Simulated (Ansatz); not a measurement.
# Debugging a many-body input for NaCl (Halite)

Aim: the G0W0 gap of NaCl (Halite). The first input has a fault.

Calculated with Ansatz 0.2.0; G0W0 on PBE, plane waves, PAW.

## Step 1: The starting structure

Symmetry: Fm-3m, No. 225, cubic system. The conventional cell has a = 5.640 Å, b = 5.640 Å, c = 5.640 Å, α = 90.00°, β = 90.00°, γ = 90.00°. Nearest to Na lie 6 Cl at 2.82 Å. Nearest to Cl lie 6 Na at 2.82 Å. Farther neighbours and most contacts between anions are not listed.

The cell and positions come from the Crystallography Open Database and are kept as given unless a step says otherwise. The default PAW set here is soft_2. Its files were made with PBE.

## Step 2: First try

input.yaml

```yaml
crystal:
  lattice:
    - [0.0, 2.82005, 2.82005]
    - [2.82005, 0.0, 2.82005]
    - [2.82005, 2.82005, 0.0]
  atoms:
    - { symbol: Na, position: [0.0, 0.0, 0.0] }
    - { symbol: Cl, position: [0.5, 0.5, 0.5] }
kpoints:
  mp_grid: { grid: [4, 4, 4] }
hamiltonian:
  xc: pbe
scf:
  occupations: { method: fixed }
gw:
  n_empty_bands: 47
  ecut_chi: 60
  qp_bands: [v2, c2]
  qp_kpoints: band_edges
  screening: { model: contour_deformation }
  plasmon_pole_fit_frequency: 20
```

Command:

```console
> ansatz run input.yaml --threads 3 --pin off --max-ram 92160MiB --backend cpu --events-out ev --progress --plain --runs-dir out
```

Numbers of over 12 decimals in the logs are rounded to 6 here.

Output:

```text
Error: inconsistent input (gw.plasmon_pole_fit_frequency, gw.screening.model): the fit frequency is the Godby–Needs plasmon-pole model's, and contour deformation fits no pole — remove gw.plasmon_pole_fit_frequency, or set gw.screening.model: godby_needs
```

The job ended after 0.06 s (3 threads of AMD EPYC 7R13 (Zen 3), shared host; peak memory 0.038 GiB).

**Diagnosis.**

The input was rejected at the start.

The program's message: “Error: inconsistent input (gw.plasmon_pole_fit_frequency, gw.screening.model): the fit frequency is the Godby–Needs plasmon-pole model's, and contour deformation fits no pole — remove gw.plasmon_pole_ …”

The fault: fit frequency beside contour deformation. Contour deformation fits no pole, so the key has no meaning there.

## Step 3: A better input

G0W0 replaces the xc potential by the self-energy, built once from these orbitals. Only a window of levels is corrected, while the sums run over the empty bands that the input names.

input.yaml, the sections that differ from step 2:

```yaml
kpoints:
  mp_grid: { grid: [6, 6, 6] }
gw:
  n_empty_bands: 187
  ecut_chi: 150
  qp_bands: [v2, c2]
  qp_kpoints: band_edges
  screening: { model: contour_deformation }
# crystal, hamiltonian, scf: as in step 2
```

Command:

```console
> ansatz run input.yaml --threads 3 --pin off --max-ram 92160MiB --backend cuda --events-out ev --progress --plain --runs-dir out --devices 1 --max-vram 13GiB
```

Output:

```text
GPUs: using 1 of 1 available (devices: 1).
[...]
device memory: the entry about to start is reckoned to put 0.4 GiB on a device that reports 55.1 GiB free (of which the cap on the GPU budget leaves the run 13.0 GiB)
GPU FFT provider: cuFFT
GPU libraries: cuBLAS 13.8.2, cuFFT 12.4.0, cuSOLVER 12.3.4
Crystal: 2 atoms, lattice volume = 44.854 Å³
Basis set: ecut = 420 eV, 893 PW (Γ)
Bands: 12, of which v1, the nominal top of the filled ones, is band 8 counted from 1 (7 counted from 0)
Symmetry: 48 space group operations
[...]
k-points: 16 of 216
[...]
GPU buffer pool allocated for 19683 grid points (all kernels)
GPU transforms: local potential and band sums: pruned to the plane-wave sphere, on 25×27×27
[...]
SCF iter   1: F=—  HF=-2569.552052 eV  |F-HF|=—  |Δ(HF+E_count)|=         —  Δρ=9.47e-4  dr2=5.57e-4  ethr=1.77e-3  ⟨swp⟩=4.9  Hψ=979  notcnv=0  defer=24
[...]
0     7      1.1046   -21.1212     2.3583   -16.7875  0.7984    -0.9163    -0.8708  root
     0     8      1.1046   -21.1212     2.3583   -16.7875  0.7984    -0.9163    -0.8708  root
     0     9      6.2117    -5.2537    -3.1694    -9.2169  0.8595     7.0099     7.0055  root
     0    10     12.1378    -3.6858    -3.5941    -8.4594  0.8451    13.3316    13.3173  root
     1     7      1.0358   -21.0260     2.3753   -16.6622  0.7980    -0.9995    -0.9527  root
     1     8      1.0358   -21.0260     2.3753   -16.6622  0.7980    -0.9995    -0.9527  root
     1     9      7.0239    -5.8650    -3.2187    -9.9359  0.8537     7.8815     7.8761  root
     1    10     11.3796    -3.7310    -3.5159    -8.2883  0.8452    12.4320    12.4210  root
[...]
13     7      0.3627   -20.2042     2.5258   -15.5885  0.7957    -1.7853    -1.7273  root
    13     8      0.6826   -20.5805     2.4548   -16.0803  0.7966    -1.4155    -1.3628  root
    13     9      9.4595    -5.8757    -3.5020   -10.4636  0.8437    10.5564    10.5455  root
    13    10     10.2616    -4.0074    -3.3662    -8.3231  0.8482    11.2193    11.2110  root
[key lines of the parts left out:]
SCF converged after 8 iterations
Free energy (F): -2569.551913 eV
Fermi energy:    1.104588 eV
```

The job ended after 14 s (1 × NVIDIA H100 80GB HBM3 (shared by 6 runs) with 3 threads; peak memory 1.2 GiB).

This step gave:

```
bands summed                                 : 195
RPA ε∞ on this mesh (eigenvalues)            : 2.338, 2.338, 2.338
plane waves in the screening matrix          : 169
q-points in the mesh                         : 216
G0W0 gap on the mesh                         : 7.876 eV
k of the valence top                         : 0, 0, 0
k of the conduction bottom                   : 0, 0, 0
starting gap on the mesh                     : 5.107 eV
Z at the valence top                         : 0.7984
Z at the conduction bottom                   : 0.8595
least direct G0W0 gap on the computed points : 7.876 eV
```

The gap on the mesh goes from 5.11 eV to 7.88 eV, a correction of +2.77 eV. Between the two edge states, bare exchange in place of the xc potential would open the gap by 8.30 eV, and correlation takes back 5.53 eV.

## Step 4: Results

| Quantity | Value |
| --- | --- |
| first try | refused after 0.06 s |
| better run | G0W0 gap on the mesh 7.88 eV (6×6×6 mesh, 187 empty bands, screening to 150 eV) |

In words: The second run differs in: mesh, empty bands, screening cutoff (eV) and plasmon pole fit frequency. Bands and cutoff are finite, so the gap is not at the basis limit. The miss can reach some tenths of an eV and take either sign; the mesh is an error of its own.

[Paths, hosts, dates, memory and timing lines, banners, echoed tables and standing remarks are left out of the program output.]

[Logs are printed without paths, hosts, clocks, repeated set-up lines and the standing remarks that a program may print on its own settings, such as how far it seeks lower states.]

[Runs of the session that timed out or met a known fault of the program may be left out.]

[Cells called generated may have been cut or substituted from an entry of the Crystallography Open Database or the Materials Project.]

[Hosts, paths, dates, database ids (printed as entryN), source tags and the programs' standing remarks are cut or masked in the printed files.]
